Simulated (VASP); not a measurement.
BN in VASP 6.6.1, single-point calculation

INCAR

```
LCHARG = .FALSE.
ENCUT = 600
NELM = 73
NBANDS = 11
IBRION = -1
ISMEAR = 0
LWAVE = .FALSE.
LREAL = .FALSE.
ISIF = 2
LASPH = .TRUE.
GGA = CA
PREC = Accurate
SIGMA = 0.01
EDIFF = 1E-7
NSW = 0
```

KPOINTS

```
KPOINTS created by Atomic Simulation Environment
0
Gamma
12 12 12
0 0 0
```

POSCAR

```
B  N
 1.0000000000000000
     0.0000000000000000    1.8048254637186480    1.8048254637186480
     1.8048254637186480   -0.0000000000000000    1.8048254637186480
     1.8048254637186480    1.8048254637186480    0.0000000000000000
 B   N
   1   1
Cartesian
  0.0000000000000000  0.0000000000000000 -0.0000000000000000
  0.9024127318593240  0.9024127318593240  0.9024127318593240
```

The recommended LDA PAW datasets give the neutral cell 8 valence electrons.

Command

```
mpirun -np 1 vasp_std
```

**Question.** Predict the outcome of this run.

**Answer.** It converged. Results: gap between bands v and c on the k mesh 4.35 eV; least direct gap on the k mesh 8.70 eV; pressure -8.7 GPa. Band v is the last that the valence electrons fill when counted band by band, and c is the next.

OSZICAR

```
N       E                     dE             d eps       ncg     rms          rms(c)
DAV:   1     0.967495080050E+01    0.96750E+01   -0.53542E+03  1632   0.797E+02
DAV:   2    -0.200442861770E+02   -0.29719E+02   -0.28902E+02  1927   0.162E+02
DAV:   3    -0.205475506208E+02   -0.50326E+00   -0.50224E+00  1886   0.174E+01
DAV:   4    -0.205481256528E+02   -0.57503E-03   -0.57502E-03  1689   0.731E-01
DAV:   5    -0.205481262094E+02   -0.55663E-06   -0.55659E-06  1857   0.214E-02    0.651E+00
DAV:   6    -0.195515220522E+02    0.99660E+00   -0.32490E+00  1584   0.102E+01    0.307E+00
DAV:   7    -0.194418214003E+02    0.10970E+00   -0.85566E-02  1812   0.244E+00    0.176E+00
DAV:   8    -0.194100613905E+02    0.31760E-01   -0.44509E-02  1755   0.143E+00    0.178E-01
DAV:   9    -0.194099096847E+02    0.15171E-03   -0.93280E-04  1737   0.265E-01    0.816E-02
DAV:  10    -0.194098930437E+02    0.16641E-04   -0.47719E-05  1779   0.634E-02    0.143E-02
DAV:  11    -0.194098935303E+02   -0.48655E-06   -0.12417E-06  1746   0.801E-03    0.638E-03
DAV:  12    -0.194098934892E+02    0.41064E-07   -0.37525E-07  1348   0.356E-03
   1 F= -.19409893E+02 E0= -.19409893E+02  d E =-.276980E-52
```

For comparison, a separate LDA run of the intended cell, on usual settings and not on those above, gives a gap of 4.35 eV on its mesh and a pressure of -8.5 GPa.
